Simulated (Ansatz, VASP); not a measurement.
# SnO: VASP beside Ansatz

```
CELL_PARAMETERS angstrom
3.81370 0.00000 0.00000
0.00000 3.81370 0.00000
0.00000 0.00000 4.88691
ATOMIC_POSITIONS crystal
Sn 0.50918 0.99567 0.76977
Sn 0.00319 0.50075 0.22490
O 0.00685 0.00345 0.99809
O 0.49356 0.49563 0.99839
```

Change from the starting cell: atoms moved at random, drawn with an rms of 0.05 Å.

Alike in both runs: task single point; functional PBE; k mesh 7 × 7 × 6; occupations fermi-dirac, width 0.05 eV; no spin polarisation.

|  | VASP | Ansatz |
| --- | --- | --- |
| version | VASP 6.6.1 | Ansatz 0.2.0 |
| potentials or method | VASP PAW PBE potentials, release 64 (Sn_d, O) | Ansatz PAW |
| plane-wave cutoff (eV) | 520 | 420 |
| valence electrons in the cell | 40 | 40 |

Ansatz gave:

| Item | Value |
| --- | --- |
| gap on the k mesh at the Fermi level (eV) | 0.62 |
| least direct gap on the mesh (eV) | 1.98 |
| pressure (GPa) | 6.1 |
| largest component of the traceless stress (GPa) | 0.18 |
| rms of the force components (eV/Å) | 0.480 |

Task: What did VASP give for the same quantities?

Result: gap on the k mesh at the Fermi level (eV): 0.62; least direct gap on the mesh (eV): 1.94; pressure (GPa): 6.4; largest component of the traceless stress (GPa): 0.20; rms of the force components (eV/Å): 0.517.

Atom by atom the forces differ by 0.039 eV/Å (rms over components). With one functional, cell and mesh, what is left measures potentials, basis and numerics.

Caveats: spin-orbit coupling is left out, which moves the levels of the heavy elements; an odd mesh through Γ misses points on the zone boundary, where band edges often lie (VASP); odd divisions of the mesh miss points on the zone boundary, where band edges often lie, so the gap on the mesh can be too wide (Ansatz); the pressure holds a Pulay correction of +0.5 GPa for the finite cutoff (Ansatz).
